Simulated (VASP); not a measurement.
Write the native input for VASP 6.6.1 that does the following.

| Item | Value |
| --- | --- |
| Task | single point |
| Functional | PBE |
| Potentials or basis | VASP PAW PBE potentials, release 64 (Hf_pv, B) |
| Cutoff | 520 eV |
| k mesh | 16 × 16 × 16 |
| Occupations | gaussian, width 0.15 eV |
| Spin | no spin polarisation |
| Dipole correction | no |
| Further INCAR settings | ALGO = Fast; EDIFF = 1e-07; NBANDS = 14 |

The structure of HfB lies in POSCAR:

```
HfB
1.0
    0.0000000000      2.4168788130      2.4168788130
    2.4168788130      0.0000000000      2.4168788130
    2.4168788130      2.4168788130      0.0000000000
Hf B
1 1
Direct
    0.4985215256      0.5014784744      0.5014784744
    0.0244116501     -0.0244116501     -0.0244116501
```

The cell isn't the ideal one: mode 4 frozen in at -0.118 Å, normal strain along x +0.0000.

One way to write it, as run:

INCAR

```
PREC = Accurate
ENCUT = 520
EDIFF = 1E-7
ISMEAR = 0
SIGMA = 0.15
LREAL = False
LASPH = True
NELM = 100
ALGO = Fast
ISIF = 2
LWAVE = False
LCHARG = False
GGA = PE
NBANDS = 14
```

KPOINTS

```
Automatic mesh
0
Gamma
  16 16 16
```

Potentials or basis: VASP PAW PBE potentials, release 64 (Hf_pv, B).

The run is started by

```bash
$ cat potpaw_PBE.64/Hf_pv/POTCAR potpaw_PBE.64/B/POTCAR > POTCAR
$ mpirun -np 1 vasp_std > vasp.out
```

Results of the run:

```json
{
  "Pressure": "1.0 GPa",
  "Largest force": "1.044 eV/Å",
  "Band gap on the k mesh": "none (metal or under the smearing width)"
}
```

Caveat: forces of over 1 eV/Å show positions far from the minimum, so gaps and moduli don't describe the material at rest.

Wall time 110 s on 1 thread of Intel(R) Xeon(R) Platinum 8488C (Sapphire Rapids) (shared host), peak memory 0.27 GiB.
